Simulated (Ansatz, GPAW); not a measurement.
One calculation of TiC, 3 ways

```xyz
2
Lattice="0.0000 2.1657 2.1657 2.1657 0.0000 2.1657 2.1657 2.1657 0.0000" Properties=species:S:1:pos:R:3 pbc="T T T"
Ti    0.0000    0.0000    0.0000
C     2.1657    2.1657    2.1657
```

The cell is a database's computed one, not the measured one.

Alike in all runs: task single point; functional PBE; k mesh 11 × 11 × 11; occupations gaussian, width 0.024 eV; no spin polarisation; no spin-orbit coupling. Pressure is positive in compression and, in plane waves, holds the error of the finite cutoff, which Ansatz's Pulay term estimates and takes out.

```json
{"program and potentials": "Ansatz, Ansatz PAW", "plane-wave cutoff (eV)": "420", "notes": "Pulay term of +0.27 GPa included", "pressure (GPa)": "0.28"}
{"program and potentials": "GPAW, GPAW PAW data sets (gpaw-data 1.2.1)", "plane-wave cutoff (eV)": "800", "notes": "-", "pressure (GPa)": "0.93"}
{"program and potentials": "Ansatz, all-electron LAPW, scalar-relativistic", "plane-wave cutoff (eV)": "-", "notes": "-", "pressure (GPa)": "0.25"}
```

The pressure spans 0.25 (Ansatz, all-electron LAPW, scalar-relativistic) to 0.93 GPa (GPAW, GPAW PAW data sets (gpaw-data 1.2.1)), with all-electron results at 0.25.

Differences between rows come from potentials, basis sets and numerical settings, since the functional is the same but for its coding. Runs on potential files found faulty are left out.

All three pressures are positive, so each setup would relax this rock-salt cell to a slightly larger volume. The expansion would be very small, because TiC is stiff: strong covalent overlap of Ti d with C p states fills bonding levels up to a pseudogap near the Fermi energy, and even a small change in bond length produces a noticeable stress. The spread in pressure therefore corresponds to only a minute difference in equilibrium lattice parameter.

Ansatz PAW, at 0.28 GPa, nearly reproduces the all-electron 0.25 GPa, but this agreement depends on the Pulay term, which supplies almost the whole value. GPAW stands apart at 0.93 GPa. Basis incompleteness normally lowers the calculated pressure, so a missing correction is an unlikely explanation and adding one would probably widen the gap; the Ti or C data set, or the integration grid, may be responsible. Agreement at one volume does not establish that the methods would give the same bulk modulus.
